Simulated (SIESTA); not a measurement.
# Pt under changes of volume

One of the cells (15.904 Å³/atom); the others are scaled copies at fixed shape and fractional positions:

```
Pt
1.0
    -1.58422    1.58422    1.58422
     1.58422   -1.58422    1.58422
     1.58422    1.58422   -1.58422
Pt
1
Cartesian
  0.0000 0.0000 0.0000
```

This isn't the form of Pt at room conditions, which is fcc.

| Item | Value |
| --- | --- |
| Program | SIESTA 5.4.2 |
| Functional | LDA |
| Potentials or basis | PseudoDojo 0.4 standard (LDA files) |
| Basis | DZP (energy shift 0.003 Ry; two zetas on semicore shells) |
| Grid cutoff | 800 Ry |
| Energy shift | 0.003 Ry |
| k mesh | 12 × 12 × 12 |
| Occupations | fermi-dirac, width 0.05 eV |
| Spin | no spin polarisation |

```tsv
volume (Å³/atom)	energy over the lowest point (meV/atom)	pressure (GPa)
14.950	0.00	2.0
15.268	?	?
15.586	15.87	-9.3
15.904	39.32	-14.0
16.222	71.40	-18.1
16.540	110.95	-21.5
16.858	156.90	-24.6
```

**Question.** What does the run at 15.268 Å³/atom give?

**Answer.** Energy over the lowest point 2.32 meV/atom; pressure -4.1 GPa.

Worked out: A Birch-Murnaghan fit of order 3 (a polynomial in V^(-2/3)) to the other rows has its minimum at 15.05 Å³/atom with B0 = V·E''(V) = 297 GPa and B' = 5.5. It gives 2.25 meV/atom at 15.268 Å³/atom, against the run's 2.32, and -dE/dV = -4.1 GPa, against -4.1.

Energies are extrapolated to zero smearing.

Caveats: short orbitals over semicore shells can move pressures by several GPa; the basis of atomic orbitals isn't converged, which shifts pressures, moduli and gaps.
